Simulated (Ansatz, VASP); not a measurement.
# GaN in VASP and in Ansatz

File INCAR:

```
SYSTEM = GaN
  PREC = Accurate
  ENCUT = 600
  EDIFF = 1E-6
  ISMEAR = 0
  SIGMA = 0.02
  LREAL = .FALSE.
  LASPH = .TRUE.
  NELM = 100
  ALGO = Fast
  ISIF = 3
  LWAVE = .FALSE.
  LCHARG = .FALSE.
  GGA = PE
  IBRION = 2
  NSW = 100
  EDIFFG = -0.005
```

KPOINTS

```
Automatic mesh
0
G
  10 10 10
  0 0 0
```

POSCAR

```
GaN
1.0
    0.0000000000      2.2535006075      2.2535006075
    2.2535006075      0.0000000000      2.2535006075
    2.2535006075      2.2535006075      0.0000000000
Ga N
1 1
Direct
    0.0000000000      0.0000000000      0.0000000000
    0.7500000000      0.7500000000      0.7500000000
```

Input for Ansatz:

```yaml
crystal:
  lattice:
    - [0.0, 2.2535006075, 2.2535006075]
    - [2.2535006075, 0.0, 2.2535006075]
    - [2.2535006075, 2.2535006075, 0.0]
  atoms:
    - { symbol: Ga, position: [0.0, 0.0, 0.0] }
    - { symbol: "N", position: [0.75, 0.75, 0.75] }
basis:
  ecutwfc: 420
kpoints:
  mp_grid: { grid: [10, 10, 10] }
hamiltonian:
  xc: pbe
scf:
  occupations: { method: gaussian, width: 0.02 }
output:
  forces: true
  stress: true
  eigenvalues: true
relax:
  adjacent_minimum: "off"
  f_tol: 0.005
  max_steps: 80
  cell: { stress_tol: 0.05 }
```

The cell is a database's computed one.

Alike in both runs: task relaxation of cell and atoms; functional PBE; k mesh 10 × 10 × 10; occupations gaussian, width 0.02 eV; no spin polarisation.

```csv
,VASP,Ansatz
version,VASP 6.6.1,Ansatz 0.2.0
potentials or method,"VASP PAW PBE potentials, release 64 (Ga_d, N)","scalar-relativistic, plane waves, PAW"
plane-wave cutoff (eV),600,420
valence electrons in the cell,18,18
```

|  | VASP | Ansatz | Ansatz less VASP |
| --- | --- | --- | --- |
| gap on the k mesh at the Fermi level, each at its own relaxed structure (eV) | 1.55 | 1.54 | -0.008 |
| relaxed volume (Å³/atom) | 11.76 | 11.76 | +0.003 |
| relaxed cell length with the largest relative difference (Å) | 3.216 | 3.216 | +0.0003 |
| energy change over the relaxation (meV/atom) | -5 | -5 | -0.2 |

A hybrid or GW would open this gap; PBE tends to underestimate it.
